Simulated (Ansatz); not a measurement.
# BP, one cell by several methods

```
B P
1.0
     0.00000    2.26900    2.26900
     2.26900    0.00000    2.26900
     2.26900    2.26900    0.00000
B P
1 1
Direct
  0.00000 0.00000 0.00000
  0.75000 0.75000 0.75000
```

Atoms are numbered in the order listed.

The cell comes from COD entry 9008835, which wasn't checked; take it as a given geometry.

Levels of theory: DFT, LDA, PAW with Ansatz's default frozen-core files, scalar-relativistic (Ansatz 0.2.0); DFT, LDA, all-electron PAW with datasets made for the crystal, scalar-relativistic (Ansatz 0.2.0); DFT, LDA, all-electron LAPW, scalar-relativistic (Ansatz 0.2.0).

For PAW: a Γ-centred 15×15×15 k mesh, Fermi–Dirac smearing of 0.05 eV, cutoff 420 eV, no spin polarisation; the PAW files were made with PBE, and the program remakes their frozen cores for this functional. The crystal-made all-electron datasets (AE datasets) take a cutoff of 280 eV at this cell. LAPW targets a basis error of 1 meV/atom. The Ansatz runs share mesh, smearing and spin set-up. Plane-wave (PAW) pressures include the program's estimate of the Pulay term.

Stress and pressure are positive in compression.

Levels count from the top of the valence band.

```json
{"quantity": "pressure (GPa)", "PAW": "-5.23", "AE datasets": "-5.25", "LAPW": "-5.24"}
{"quantity": "band gap (eV)", "PAW": "1.187", "AE datasets": "1.189", "LAPW": "1.189"}
{"quantity": "highest filled level at Γ (eV)", "PAW": "0.000", "AE datasets": "0.000", "LAPW": "0.000"}
{"quantity": "lowest empty level at Γ (eV)", "PAW": "3.376", "AE datasets": "3.378", "LAPW": "3.378"}
{"quantity": "highest filled level at W (eV)", "PAW": "-5.489", "AE datasets": "-5.488", "LAPW": "-5.488"}
{"quantity": "lowest empty level at W (eV)", "PAW": "5.232", "AE datasets": "5.234", "LAPW": "5.234"}
{"quantity": "highest filled level at X (eV)", "PAW": "-4.105", "AE datasets": "-4.104", "LAPW": "-4.104"}
{"quantity": "lowest empty level at X (eV)", "PAW": "1.303", "AE datasets": "1.304", "LAPW": "1.304"}
```
